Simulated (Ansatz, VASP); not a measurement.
# Au in VASP and in Ansatz

File INCAR:

```
PREC = Accurate
ENCUT = 520
EDIFF = 1E-7
ISMEAR = -1
SIGMA = 0.1
LREAL = F
LASPH = T
NELM = 100
ALGO = Normal
ISIF = 2
LWAVE = F
LCHARG = T
GGA = PE
LELF = T
LVHAR = T
NBANDS = 12
```

The input KPOINTS:

```
Automatic mesh
0
Gamma
  8 8 8
```

File POSCAR:

```
Au
1.0
    0.0000000000      2.0782552709      2.0782552709
    2.0782552709      0.0000000000      2.0782552709
    2.0782552709      2.0782552709      0.0000000000
Au
1
Direct
    0.0000000000      0.0000000000      0.0000000000
```

Input for Ansatz:

```yaml
crystal:
  lattice:
    - [0.0, 2.0782552709, 2.0782552709]
    - [2.0782552709, 0.0, 2.0782552709]
    - [2.0782552709, 2.0782552709, 0.0]
  atoms:
    - { symbol: Au, position: [0.0, 0.0, 0.0] }
hamiltonian:
  xc: pbe
  pseudopotentials:
    kind: paw
    azcp:
      Au: "pseudopotentials/Au.paw.azcp"
basis:
  ecutwfc: 420
  fft_grid_basis: typed
kpoints:
  mp_grid: { grid: [8, 8, 8], shift: [0, 0, 0] }
magnetization:
  spin_polarized: false
scf:
  occupations: { method: fermi_dirac, width: 0.1 }
  lower_state_search: "off"
output:
  stress: true
```

Alike in both runs: task single point; functional PBE; k mesh 8 × 8 × 8; occupations fermi-dirac, width 0.1 eV; no spin polarisation.

|  | VASP | Ansatz |
| --- | --- | --- |
| version | VASP 6.6.1 | Ansatz 0.2.0 |
| potentials or method | VASP PAW PBE potentials, release 64 (Au) | plane waves (420 eV) with PAW, scalar-relativistic |
| plane-wave cutoff (eV) | 520 | 420 |
| valence electrons in the cell | 11 | 19 |

VASP gave:

| Item | Value |
| --- | --- |
| pressure (GPa) | 0.6 |

Problem. Estimate Ansatz's values.

Solution. Pressure (GPa): 0.9.

The two sets of potentials don't hold the same shells in valence.

Spin-orbit coupling is left out, which matters for the levels of Au.
